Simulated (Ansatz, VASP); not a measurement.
**One calculation of GaN, two programs**

INCAR

```
SYSTEM = GaN
PREC     = Accurate       ! precision mode
ENCUT    = 520            ! plane-wave cutoff, eV
EDIFF    = 1E-6           ! SCF threshold, eV
ISMEAR   = 0              ! smearing method
SIGMA    = 0.01           ! smearing width, eV
LREAL    = .FALSE.        ! projectors in reciprocal space
LASPH    = .TRUE.         ! aspherical terms in the spheres
NELM     = 100            ! most SCF steps
ALGO     = Fast           ! electronic algorithm
ISIF     = 2              ! what is computed and relaxed
LWAVE    = .FALSE.        ! write WAVECAR
LCHARG   = .FALSE.        ! write CHGCAR
GGA      = PE             ! functional
NBANDS   = 46             ! bands
```

KPOINTS

```
regular mesh
0
G
  3 3 3
  0 0 0
```

The input POSCAR:

```
GaN
1.0
    0.0000000000      4.5484769843      0.0000000000
    0.0000000000      0.0000000000     -4.5484769843
   -4.5484769843      0.0000000000      0.0000000000
Ga N
4 4
Direct
    0.5000000000      1.0000000000      0.5000000000
    0.0000000000      1.0000000000      0.0000000000
    0.5000000000      0.5000000000      0.0000000000
    0.0000000000      0.5000000000      0.5000000000
    0.7500000000      0.7500000000      0.7500000000
    0.2500000000      0.7500000000      0.2500000000
    0.7500000000      0.2500000000      0.2500000000
    0.2500000000      0.2500000000      0.7500000000
```

Input for Ansatz:

```yaml
crystal:
  lattice:
    - [0.0, 4.5484769843, 0.0]
    - [0.0, 0.0, -4.5484769843]
    - [-4.5484769843, 0.0, 0.0]
  atoms:
    - { symbol: Ga, position: [0.5, 1.0, 0.5] }
    - { symbol: Ga, position: [0.0, 1.0, 0.0] }
    - { symbol: Ga, position: [0.5, 0.5, 0.0] }
    - { symbol: Ga, position: [0.0, 0.5, 0.5] }
    - { symbol: "N", position: [0.75, 0.75, 0.75] }
    - { symbol: "N", position: [0.25, 0.75, 0.25] }
    - { symbol: "N", position: [0.75, 0.25, 0.25] }
    - { symbol: "N", position: [0.25, 0.25, 0.75] }
basis:
  ecutwfc: 420
  xc_grid: 2
kpoints:
  mp_grid: { grid: [3, 3, 3], shift: [0.0, 0.0, 0.0] }
hamiltonian:
  xc: pbe
scf:
  occupations: { method: gaussian, width: 0.01 }
output:
  forces: true
  stress: true
  eigenvalues: true
  write_density: true
  write_potential: true
  elf: true
  volumetric_format: npy
```

Alike in both runs: task single point; functional PBE; k mesh 3 × 3 × 3; occupations gaussian, width 0.01 eV; no spin polarisation.

```csv
,VASP,Ansatz
version,VASP 6.6.1,Ansatz 0.2.0
potentials or method,"VASP PAW PBE potentials, release 64 (Ga_d, N)","scalar-relativistic, plane waves, PAW"
plane-wave cutoff (eV),520,420
valence electrons in the cell,72,72
```

Ansatz gave:

```
gap on the k mesh at the Fermi level (eV) : 1.54
least direct gap on the mesh (eV)         : 1.54
pressure (GPa)                            : -0.1
```

**Question.** Estimate VASP's values.

**Answer.** gap on the k mesh at the Fermi level (eV): 1.54; least direct gap on the mesh (eV): 1.54; pressure (GPa): 0.5.

Caveats: the k mesh is coarse (spacing up to 0.46 Å⁻¹), so the values aren't converged.
